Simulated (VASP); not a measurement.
# AlP (F-43m) in VASP: single point with PBEsol

Aim: the single point of AlP with PBEsol.

Everything below comes from runs of VASP 6.6.1. Logs are shortened: lines on timing, memory, paths and dates and some standing lists are left out, and cuts for length are marked.

**Experimental background.**

A printed reference work, data compilation reports, for a bulk crystal of AlP at 4.2 K: band gap 2.505 eV (indirect).

How close the calculation comes is told below.

**1. The cell of the first run**

It takes space group F-43m (No. 216, cubic). Conventional cell: a = 5.451 Å, b = 5.451 Å, c = 5.451 Å, α = 90.00°, β = 90.00°, γ = 90.00°. Al (site symmetry -43m) has 4 P at 2.36 Å within 3.1 Å. Within 3.1 Å of P (site symmetry -43m) lie 4 Al at 2.36 Å.

**2. Single point, PBEsol**

File INCAR:

```
SYSTEM = AlP
  ALGO = Normal
  EDIFF = 1E-6
  ENCUT = 500
  GGA = PS
  GGA_COMPAT = .FALSE.
  ISIF = 2
  ISMEAR = -1
  LASPH = .TRUE.
  LCHARG = .FALSE.
  LREAL = .FALSE.
  LWAVE = .FALSE.
  NBANDS = 11
  NELM = 120
  PREC = Accurate
  SIGMA = 0.02
```

File KPOINTS:

```
k-points
0
G
  8 8 8
  0 0 0
```

File POSCAR:

```
AlP
1.0
    0.0000000000      2.7255000000      2.7255000000
    2.7255000000      0.0000000000      2.7255000000
    2.7255000000      2.7255000000      0.0000000000
Al P
1 1
Direct
    0.0000000000      0.0000000000      0.0000000000
    0.2500000000      0.2500000000      0.2500000000
```

Potentials or basis: VASP PAW PBE potentials, release 64 (Al, P).

Run with:

```console
cat potpaw_PBE.64/Al/POTCAR potpaw_PBE.64/P/POTCAR > POTCAR
mpirun -np 1 vasp_std > vasp.out
```

OUTCAR:

```text
SYSTEM = AlP
   EDIFF = 1E-6
   ENCUT = 500
   GGA = PS
   ISIF = 2
   ISMEAR = -1
   LASPH = .TRUE.
   LREAL = .FALSE.
   NELM = 120
   PREC = Accurate

 ion  position               nearest neighbor table
   1  0.000  0.000  0.000-   2 2.36   2 2.36   2 2.36   2 2.36
   2  0.250  0.250  0.250-   1 2.36   1 2.36   1 2.36   1 2.36

  LATTYP: Found a face centered cubic cell.
 ALAT       =     5.4510000000

  Lattice vectors:

 A1 = (   0.0000000000,   2.7255000000,   2.7255000000)
 A2 = (   2.7255000000,   0.0000000000,   2.7255000000)
 A3 = (   2.7255000000,   2.7255000000,   0.0000000000)

Analysis of symmetry for initial positions (statically):
=====================================================================
 Subroutine PRICEL returns:
 Original cell was already a primitive cell.

 Routine SETGRP: Setting up the symmetry group for a
 face centered cubic supercell.

 Subroutine GETGRP returns: Found 24 space group operations
 (whereof 24 operations were pure point group operations)
 out of a pool of 48 trial point group operations.

The static configuration has the point symmetry T_d .

Analysis of symmetry for dynamics (positions and initial velocities):
=====================================================================
 Subroutine PRICEL returns:
 Original cell was already a primitive cell.

 Routine SETGRP: Setting up the symmetry group for a
 face centered cubic supercell.

 Subroutine GETGRP returns: Found 24 space group operations
 (whereof 24 operations were pure point group operations)
 out of a pool of 48 trial point group operations.

The dynamic configuration has the point symmetry T_d .

 Subroutine INISYM returns: Found 24 space group operations
 (whereof 24 operations are pure point group operations),
 and found     1 'primitive' translations

----------------------------------------------------------------------------------------

                                     Primitive cell

  volume of cell :      40.4919

  direct lattice vectors                    reciprocal lattice vectors
     0.000000000  2.725500000  2.725500000    -0.183452578  0.183452578  0.183452578
     2.725500000  0.000000000  2.725500000     0.183452578 -0.183452578  0.183452578
     2.725500000  2.725500000  0.000000000     0.183452578  0.183452578 -0.183452578

  length of vectors
     3.854439064  3.854439064  3.854439064     0.317749185  0.317749185  0.317749185

  position of ions in fractional coordinates (direct lattice)
     0.000000000  0.000000000  0.000000000
     0.250000000  0.250000000  0.250000000

  ion indices of the primitive-cell ions
   primitive index   ion index
                 1           1
                 2           2

----------------------------------------------------------------------------------------

 KPOINTS: k-points

Automatic generation of k-mesh.
 Grid dimensions read from file:
 generate k-points for:    8    8    8

 Generating k-lattice:

  Cartesian coordinates                     Fractional coordinates (reciprocal lattice)
    -0.022931572  0.022931572  0.022931572     0.125000000  0.000000000  0.000000000
     0.022931572 -0.022931572  0.022931572     0.000000000  0.125000000  0.000000000
     0.022931572  0.022931572 -0.022931572     0.000000000  0.000000000  0.125000000

  Length of vectors
     0.039718648  0.039718648  0.039718648

  Shift w.r.t. Gamma in fractional coordinates (k-lattice)
     0.000000000  0.000000000  0.000000000

 Subroutine IBZKPT returns following result:
 ===========================================

 Found     29 irreducible k-points:

 Following reciprocal coordinates:
            Coordinates               Weight
  0.000000  0.000000  0.000000      1.000000
  0.125000  0.000000  0.000000      8.000000
  0.250000  0.000000  0.000000      8.000000
  0.375000  0.000000  0.000000      8.000000
  0.500000  0.000000  0.000000      4.000000
  0.125000  0.125000  0.000000      6.000000
[... 16 lines left out ...]
  0.500000  0.250000  0.125000     48.000000
 -0.375000  0.250000  0.125000     24.000000
 [... further k-points ...]
   k-points           NKPTS =     29   k-points in BZ     NKDIM =     29   number of bands    NBANDS=     11
   number of dos      NEDOS =    301   number of ions     NIONS =      2
   total plane-waves  NPLWV =  21952
   dimension x,y,z NGX =    28 NGY =   28 NGZ =   28
   dimension x,y,z NGXF=    56 NGYF=   56 NGZF=   56
   ions per type =               1   1
   NGX,Y,Z   is equivalent  to a cutoff of  12.08, 12.08, 12.08 a.u.
   NGXF,Y,Z  is equivalent  to a cutoff of  24.15, 24.15, 24.15 a.u.
 SYSTEM =  AlP
   PREC   = accura    normal or accurate (medium, high low for compatibility)
   ISTART =      0    job   : 0-new  1-cont  2-samecut
   ICHARG =      2    charge: 1-file 2-atom 10-const
   ISPIN  =      1    spin polarized calculation?
   LNONCOLLINEAR =      F non collinear calculations
   LSORBIT =      F    spin-orbit coupling
   LASPH  =      T    aspherical Exc in radial PAW
   ENCUT  =  500.0 eV  36.75 Ry    6.06 a.u.   7.03  7.03  7.03*2*pi/ulx,y,z
   NELM   =    120;   NELMIN=  2; NELMDL= -5     # of ELM steps
   EDIFF  = 0.1E-05   stopping-criterion for ELM
   LREAL  =      F    real-space projection
   EDIFFG = 0.1E-04   stopping-criterion for IOM
   NSW    =      0    number of steps for IOM
   IBRION =     -1    ionic relax: 0-MD 1-quasi-New 2-CG
   NFREE  =      0    steps in history (QN), initial steepest desc. (CG)
   ISIF   =      2    stress and relaxation
   ISYM   =      2    0-nonsym 1-usesym 2-fastsym
   POTIM  = 0.5000    time-step for ionic-motion
   TEBEG  =    0.0;   TEEND  =   0.0 temperature during run
   PSTRESS=    0.0 pullay stress
   NELECT =       8.0000    total number of electrons
   NUPDOWN=      -1.0000    fix difference up-down
   EMIN   =  10.00;   EMAX   =-10.00  energy-range for DOS
   EFERMI =   0.00;   METHOD = LEGACY
   ISMEAR =    -1;   SIGMA  =   0.02  broadening in eV -4-tet -1-fermi 0-gaus
   EFERMI_NEDOS =   21; number of points for ismear=-14 and -15
   IALGO  =     38    algorithm
   IMIX   =      4    mixing-type and parameters
     AMIX     =   0.40;   BMIX     =  1.00
     AMIX_MAG =   1.60;   BMIX_MAG =  1.00
  volume/ion in A,a.u.               =      20.25       136.63
  Fermi-wavevector in a.u.,A,eV,Ry     =   0.953488  1.801831 12.369596  0.909140
  Thomas-Fermi vector in A             =   2.082148
   LORBIT       =      0    0 simple, 1 ext, 2 COOP (PROOUT), +10 PAW based schemes
   GGA     = PS    functional components
   LHFCALC =     F    Hartree Fock is set to
   AEXX    =    0.0000 exact exchange contribution
   IVDW    =     0    specifies the selected vdW correction
   LEPSILON=     F    determine dielectric tensor
   LRPA    =     F    only Hartree local field effects (RPA)
 non-spin polarized calculation
  energy-cutoff  :      500.00
  volume of cell :       40.49
 maximum number of plane-waves:      1056
   NGX = 13   NGY = 13   NGZ = 13

 number of electron       8.0000000 magnetization

 Free energy of the ion-electron system (eV)
  ---------------------------------------------------
  ext. energy  EPLUGINS =         0.00000000
  ---------------------------------------------------
  free energy    TOTEN  =       -10.99372991 eV

  energy without entropy =      -10.99372991  energy(sigma->0) =      -10.99372991

 E-fermi :   4.9773     XC(G=0):  -9.3840

 val. band max:        4.5808948287   @ k =   0.0000   0.0000   0.0000
 cond. band min:       6.0093928721   @ k =   0.5000   0.5000   0.0000
 fundamental gap:      1.4284980434
 Fermi energy:         4.9773046906

 k-point     1 :       0.0000    0.0000    0.0000
  band No.  band energies     occupation
      1      -6.9754      2.00000
      2       4.5809      2.00000
      3       4.5809      2.00000
      4       4.5809      2.00000
      5       7.8259      0.00000
      6       9.0999      0.00000
      7       9.0999      0.00000
      8       9.0999      0.00000
      9      13.3891      0.00000
     10      13.3891      0.00000
     11      14.7118      0.00000

 k-point     2 :       0.1250    0.0000    0.0000
  band No.  band energies     occupation
      1      -6.8009      2.00000
      2       3.3376      2.00000
      3       4.4304      2.00000
      4       4.4304      2.00000
      5       8.2408      0.00000
      6       9.3862      0.00000
      7       9.3862      0.00000
      8       9.6276      0.00000
      9      12.8754      0.00000
     10      12.8754      0.00000
     11      15.3449      0.00000

 k-point     3 :       0.2500    0.0000    0.0000
  band No.  band energies     occupation
      1      -6.3087      2.00000
      2       1.3651      2.00000
      3       4.1329      2.00000
      4       4.1329      2.00000
      5       7.8487      0.00000
      6       9.6847      0.00000
      7       9.6847      0.00000
      8      11.4556      0.00000
      9      12.8487      0.00000
     10      12.8487      0.00000
     11      14.7792      0.00000

 k-point     4 :       0.3750    0.0000    0.0000
  band No.  band energies     occupation
      1      -5.6442      2.00000
      2      -0.2979      2.00000
      3       3.8960      2.00000
      4       3.8960      2.00000
      5       7.4687      0.00000
      6       9.4789      0.00000
      7       9.4789      0.00000
      8      12.6078      0.00000
      9      14.2609      0.00000
     10      14.2609      0.00000
     11      15.1098      0.00000
[... 239 lines left out ...]
 k-point    22 :       0.3750    0.2500    0.1250
  band No.  band energies     occupation
      1      -5.8917      2.00000
      2       1.0497      2.00000
      3       2.6464      2.00000
      4       3.6525      2.00000
      5       8.3593      0.00000
      6       9.3558      0.00000
      7       9.9519      0.00000
      8      11.3625      0.00000
      9      12.8821      0.00000
     10      15.3450      0.00000
     11      17.4388      0.00000

 k-point    23 :       0.5000    0.2500    0.1250
  band No.  band energies     occupation
      1      -5.2822      2.00000
      2      -0.0780      2.00000
      3       2.0737      2.00000
      4       3.2601      2.00000
      5       8.4532      0.00000
      6       9.3067      0.00000
      7      10.5631      0.00000
      8      11.6467      0.00000
      9      14.0200      0.00000
     10      15.8698      0.00000
     11      17.3407      0.00000

 k-point    24 :      -0.3750    0.2500    0.1250
  band No.  band energies     occupation
      1      -4.9463      2.00000
      2      -0.6499      2.00000
      3       1.9394      2.00000
      4       3.0683      2.00000
      5       8.4503      0.00000
      6       9.0340      0.00000
      7      11.4358      0.00000
      8      12.2304      0.00000
      9      13.5329      0.00000
     10      15.9660      0.00000
     11      17.3075      0.00000

 [... further k-points ...]

------------------------ aborting loop because EDIFF is reached ----------------------------------------

  FORCE on cell =-STRESS in cart. coord.  units (eV):
  Direction    XX          YY          ZZ          XY          YZ          ZX
  --------------------------------------------------------------------------------------
  -------------------------------------------------------------------------------------
  Total        0.2497971      0.2497971      0.2497971      0.0000000      0.0000000     -0.0000000
  in kB        9.8839229      9.8839229      9.8839229      0.0000000      0.0000000     -0.0000000
  external PRESSURE =       9.8839229 kB  Pullay stress =       0.0000000 kB

 VOLUME and BASIS-vectors are now :
 -----------------------------------------------------------------------------
  energy-cutoff  :      500.00
  volume of cell :       40.49
      direct lattice vectors                 reciprocal lattice vectors
     0.000000000  2.725500000  2.725500000    -0.183452578  0.183452578  0.183452578
     2.725500000  0.000000000  2.725500000     0.183452578 -0.183452578  0.183452578
     2.725500000  2.725500000  0.000000000     0.183452578  0.183452578 -0.183452578

 POSITION                                       TOTAL-FORCE (eV/Angst)
 -----------------------------------------------------------------------------------
      0.00000      0.00000      0.00000         0.000000      0.000000     -0.000000
      1.36275      1.36275      1.36275        -0.000000     -0.000000      0.000000
 -----------------------------------------------------------------------------------
    total drift:                                0.000000      0.000000      0.000000

  FREE ENERGIE OF THE ION-ELECTRON SYSTEM (eV)
  ---------------------------------------------------
  free  energy   TOTEN  =       -10.9937299079 eV

  energy  without entropy=      -10.9937299079  energy(sigma->0) =      -10.99372991
```

It used 20 s of CPU time on 1 thread of AMD EPYC 7R13 Processor (Zen 3) (shared host).

Results:

* Free energy: -10.9937 eV
* Pressure: 1.0 GPa
* Band gap on the k mesh: 1.43 eV, indirect (least direct gap 3.25 eV)

Caveat: the PAW data sets were made with another functional, which shifts forces and pressure a little.

**3. How close it comes**

Step 2. Measured gap of AlP: 2.505 eV (indirect; 4.2 K; a printed reference work, data compilation). This calculation gives 1.43 eV (-1.08 eV). The value is that of PBEsol on a finite k mesh, which can miss the band edges, without temperature or zero-point motion. Semilocal functionals fall short of measured gaps as a rule.
